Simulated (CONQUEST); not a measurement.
# InP: equation of state with PBEsol

**Measured values to compare with.**

From a printed reference work, data compilation, for a bulk crystal of InP: bulk modulus 71 GPa.

InP:

```
In P
1.0
     4.14435    0.00000    0.00000
     0.00000    4.14435    0.00000
     0.00000    0.00000    5.86100
In P
2 2
Cartesian
  0.0000 0.0000 0.0000
  2.0722 2.0722 2.9305
  0.0000 2.0722 1.4652
  2.0722 0.0000 4.3957
```

* Program: CONQUEST 1.3
* Task: equation of state
* Functional: PBEsol
* Potentials or basis: PseudoDojo NC PBEsol, DZP, grid of 40 × 40 × 60 points
* k mesh: 7 × 7 × 5
* Occupations: fermi-dirac, width 0.05 eV
* Spin: no spin polarisation

| Quantity | Value |
| --- | --- |
| Equilibrium volume | 25.61 Å³/atom |
| Bulk modulus | 68 GPa |
| Pressure derivative of the bulk modulus | 4.1 |

Energy against volume, from the lowest point:
| volume (Å³/atom) | energy (meV/atom) |
| --- | --- |
| 23.657 | 36.26 |
| 24.160 | 19.24 |
| 24.663 | 7.90 |
| 25.167 | 1.63 |
| 25.670 | 0.00 |
| 26.173 | 2.56 |
| 26.677 | 8.86 |

All runs of the series together: 5.7 min on 1 thread of Intel(R) Xeon(R) Platinum 8488C (Sapphire Rapids) (shared host).

A measured bulk modulus of InP is 71 GPa (a printed reference work, data compilation); the calculated 68 GPa misses it by -3.7 %. The fit is for a static lattice scaled at fixed shape and fixed fractional positions.

Caveat: the DZP basis gives volumes some 2 % larger than converged bases do, and moduli off by several per cent; the basis of atomic orbitals isn't converged, which shifts pressures, moduli and gaps.
